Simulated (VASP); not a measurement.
All values below come from PBE GGA with D3 dispersion (Becke-Johnson damping), VASP's PBE PAW potentials (set 64) (plane waves; VASP).

Input for VASP

### POSCAR
```
CsBr
1
    4.2900000000     0.0000000000     0.0000000000
    0.0000000000     4.2900000000     0.0000000000
    0.0000000000     0.0000000000     4.2900000000
Cs Br
1 1
Direct
  0.0000000000   0.0000000000   0.0000000000
  0.5000000000   0.5000000000   0.5000000000
```

**INCAR**
```
LWAVE=.FALSE.
NSW=60   ! most ionic steps
GGA=PE   ! PBE
LASPH=.TRUE.   ! aspherical one-centre terms
ENCUT=520
ISMEAR=0
IBRION=2
IVDW=12
SIGMA=0.05
LMAXMIX=4
EDIFF=1E-6
ISIF=3   ! ions, shape and volume
SYSTEM=CsBr
LCHARG=.FALSE.
EDIFFG=-0.01
PREC=Accurate
NELM=100
ALGO=Normal   ! blocked Davidson
LREAL=.FALSE.
```

### KPOINTS
```
Automatic
0
G
  6 6 6
```

POTCAR, in this order: Cs_sv Br (PBE.64 set). Program: vasp_std.

The run wrote:

OUTCAR:
```
 ion  position               nearest neighbor table
   1  0.000  0.000  0.000-
   2  0.500  0.500  0.500-
  LATTYP: Found a simple cubic cell.
 ALAT       =     4.2900000000
 Subroutine PRICEL returns:
 Original cell was already a primitive cell.
 Subroutine GETGRP returns: Found 48 space group operations
The static configuration has the point symmetry O_h .
The dynamic configuration has the point symmetry O_h .
 Subroutine INISYM returns: Found 48 space group operations
 Subroutine IBZKPT returns following result:
 Found     20 irreducible k-points:

 Following reciprocal coordinates:
            Coordinates               Weight
  0.000000  0.000000  0.000000      1.000000
  0.166667  0.000000  0.000000      6.000000
  0.333333  0.000000  0.000000      6.000000
  0.500000  0.000000  0.000000      3.000000
  0.166667  0.166667  0.000000     12.000000
  0.333333  0.166667  0.000000     24.000000
  0.500000  0.166667  0.000000     12.000000
  0.333333  0.333333  0.000000     12.000000
  0.500000  0.333333  0.000000     12.000000
  0.500000  0.500000  0.000000      3.000000
  0.166667  0.166667  0.166667      8.000000
  0.333333  0.166667  0.166667     24.000000
  0.500000  0.166667  0.166667     12.000000
  0.333333  0.333333  0.166667     24.000000
  0.500000  0.333333  0.166667     24.000000
  0.500000  0.500000  0.166667      6.000000
  0.333333  0.333333  0.333333      8.000000
  0.500000  0.333333  0.333333     12.000000
  0.500000  0.500000  0.333333      6.000000
  0.500000  0.500000  0.500000      1.000000
   k-points           NKPTS =     20   k-points in BZ     NKDIM =     20   number of bands    NBANDS=     12
   number of dos      NEDOS =    301   number of ions     NIONS =      2
   total plane-waves  NPLWV =  32768
   dimension x,y,z NGX =    32 NGY =   32 NGZ =   32
...
```

**OSZICAR**
```
       N       E                     dE             d eps       ncg     rms          rms(c)
DAV:   1     0.949542988094E+02    0.94954E+02   -0.65238E+03   480   0.111E+03
DAV:   2     0.332997324221E+00   -0.94621E+02   -0.89060E+02   748   0.181E+02
DAV:   3    -0.621048413289E+01   -0.65435E+01   -0.65271E+01   600   0.548E+01
DAV:   4    -0.626906990860E+01   -0.58586E-01   -0.58573E-01   548   0.624E+00
DAV:   5    -0.626953820096E+01   -0.46829E-03   -0.46825E-03   600   0.544E-01    0.180E+00
DAV:   6    -0.604000050531E+01    0.22954E+00   -0.35027E-01   536   0.308E+00    0.110E+00
DAV:   7    -0.600286561513E+01    0.37135E-01   -0.18108E-01   600   0.224E+00    0.582E-01
DAV:   8    -0.600560217898E+01   -0.27366E-02   -0.11258E-02   540   0.768E-01    0.906E-02
DAV:   9    -0.600595152874E+01   -0.34935E-03   -0.20322E-03   572   0.289E-01    0.755E-02
DAV:  10    -0.600601373262E+01   -0.62204E-04   -0.13092E-04   556   0.969E-02    0.139E-02
DAV:  11    -0.600601971888E+01   -0.59863E-05   -0.34385E-05   576   0.390E-02    0.443E-03
DAV:  12    -0.600601956289E+01    0.15599E-06   -0.55422E-06   580   0.158E-02
   1 F= -.64472418E+01 E0= -.64472418E+01  d E =-.644724E+01
       N       E                     dE             d eps       ncg     rms          rms(c)
DAV:   1    -0.601362606571E+01   -0.76063E-02   -0.81476E-02   480   0.183E+00    0.296E-01
DAV:   2    -0.601018998064E+01    0.34361E-02   -0.50005E-03   496   0.420E-01    0.121E-01
DAV:   3    -0.600938230183E+01    0.80768E-03   -0.25072E-03   488   0.297E-01    0.459E-02
DAV:   4    -0.600935738660E+01    0.24915E-04   -0.80050E-05   528   0.585E-02    0.141E-02
DAV:   5    -0.600935618584E+01    0.12008E-05   -0.70556E-06   572   0.175E-02    0.770E-03
DAV:   6    -0.600935560940E+01    0.57644E-06   -0.46994E-07   296   0.562E-03
   2 F= -.64477005E+01 E0= -.64477005E+01  d E =-.458620E-03
       N       E                     dE             d eps       ncg     rms          rms(c)
DAV:   1    -0.601269273440E+01   -0.33365E-02   -0.29135E-02   480   0.109E+00    0.176E-01
DAV:   2    -0.601147063803E+01    0.12221E-02   -0.17864E-03   496   0.251E-01    0.721E-02
DAV:   3    -0.601118383814E+01    0.28680E-03   -0.89116E-04   480   0.177E-01    0.274E-02
DAV:   4    -0.601117342718E+01    0.10411E-04   -0.28631E-05   512   0.349E-02    0.842E-03
DAV:   5    -0.601117279065E+01    0.63653E-06   -0.25303E-06   512   0.105E-02
   3 F= -.64478106E+01 E0= -.64478106E+01  d E =-.568764E-03
```

OUTCAR:
```
------------------------ aborting loop because EDIFF is reached ----------------------------------------
 Edisp (eV)   -0.43664
  FORCE on cell =-STRESS in cart. coord.  units (eV):
  Direction    XX          YY          ZZ          XY          YZ          ZX
  --------------------------------------------------------------------------------------
  Total       0.00824     0.00824     0.00824    -0.00000     0.00000     0.00000
  in kB       0.16533     0.16533     0.16533    -0.00000     0.00000     0.00000
  external pressure =        0.17 kB  Pullay stress =        0.00 kB
  volume of cell :       79.81
      direct lattice vectors                 reciprocal lattice vectors
     4.305496240 -0.000000000 -0.000000000     0.232261264  0.000000000 -0.000000000
     0.000000000  4.305496240  0.000000000     0.000000000  0.232261264 -0.000000000
     0.000000000  0.000000000  4.305496240     0.000000000 -0.000000000  0.232261264
 POSITION                                       TOTAL-FORCE (eV/Angst)
 -----------------------------------------------------------------------------------
      0.00000      0.00000      0.00000        -0.000000      0.000000      0.000000
      2.15275      2.15275      2.15275         0.000000      0.000000      0.000000
 -----------------------------------------------------------------------------------
    total drift:                                0.000000      0.000000     -0.000000
  FREE ENERGIE OF THE ION-ELECTRON SYSTEM (eV)
  ---------------------------------------------------
  free  energy   TOTEN  =        -6.4478106133 eV

  energy  without entropy=       -6.4478106133  energy(sigma->0) =       -6.44781061

 reached required accuracy - stopping structural energy minimisation
```
(Selected blocks of OUTCAR.)

### CONTCAR
```
CsBr
   1.00000000000000
     4.3054962397053398   -0.0000000000000000   -0.0000000000000000
     0.0000000000000000    4.3054962397053398    0.0000000000000000
     0.0000000000000000    0.0000000000000000    4.3054962397053398
  Cs              Br
     1     1
Direct
     0.0000000000000000    0.0000000000000000    0.0000000000000000
     0.5000000000000000    0.5000000000000000    0.5000000000000000
```

The compound is CsBr in the CsCl type structure. This run relaxes it. Symmetry was kept, so distortions that lower it aren't found.
